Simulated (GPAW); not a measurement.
Runs of GPAW 26.7.0 on Bi. It takes space group R-3m (No. 166, trigonal). The conventional cell has a = 4.535 Å, b = 4.535 Å, c = 11.814 Å, α = 90.00°, β = 90.00°, γ = 120.00°. Bi (site symmetry 3m) is surrounded by 6 Bi at 3.06 to 3.52 Å. 

| task | level | potentials or basis | spin | cell | k mesh | smearing | band path | band points | spin axis theta (degrees) | spin axis phi (degrees) | soc after scf | pressure (GPa) | V0 of scaled cells (Å³/atom) | B0 (GPa) | largest force (eV/Å) |
| --- | --- | --- | --- | --- | --- | --- | --- | --- | --- | --- | --- | --- | --- | --- | --- |
| band structure | vdW-DF | GPAW PAW data sets (gpaw-data 1.2.1), pw | SOC, no magnetisation | as given | 5 × 5 × 5 | fermi-dirac 0.05 eV | GLB1,BZGX,QFP1Z,LP | 80 | 90 | 0 | second variation | - | - | - | 0.21 |
| equation of state | PBE | GPAW PAW data sets (gpaw-data 1.2.1), pw | off | as given | 7 × 7 × 7 | fermi-dirac 0.05 eV | - | - | - | - | - | - | 36.59 | 43 | - |
| single point | BLYP | PAW data sets generated in the run's folder for this functional, pw | off | the cell as VASP's run set it | 7 × 7 × 7 | methfessel-paxton 0.2 eV | - | - | - | - | - | (b) | - | - | (c) |
| equation of state | PBE | PAW data sets generated in the run's folder for this functional, pw | off | as given | 5 × 5 × 5 | fermi-dirac 0.05 eV | - | - | - | - | - | - | 36.48 | 44 | - |
| band structure | RPBE | the program's PAW data sets (release 1.2.1) made for this functional, pw | SOC, no magnetisation | as given | 5 × 5 × 5 | fermi-dirac 0.05 eV | GLB1,BZGX,QFP1Z,LP | 60 | 0 | 0 | second variation | 3.2 | - | - | (a) |

Alike in all rows: cutoff (eV) 600.

Problem. Fill in the values left out.

Solution. (a) 0.10; (b) 5.2; (c) 0.19.

Caveats: spin-orbit coupling was added after a scalar SCF, so levels and gaps hold it while energy, forces, pressure and moments don't (some runs); the cell was scaled at fixed shape and fractional positions, which overstates the stiffness of a crystal with free parameters, most of all of layers and chains (some runs); the PAW data sets were made with another functional, which shifts forces and pressure a little (some runs); this smearing can pin the Fermi level at a band edge (some runs).

Not every run made on this cell is shown here.
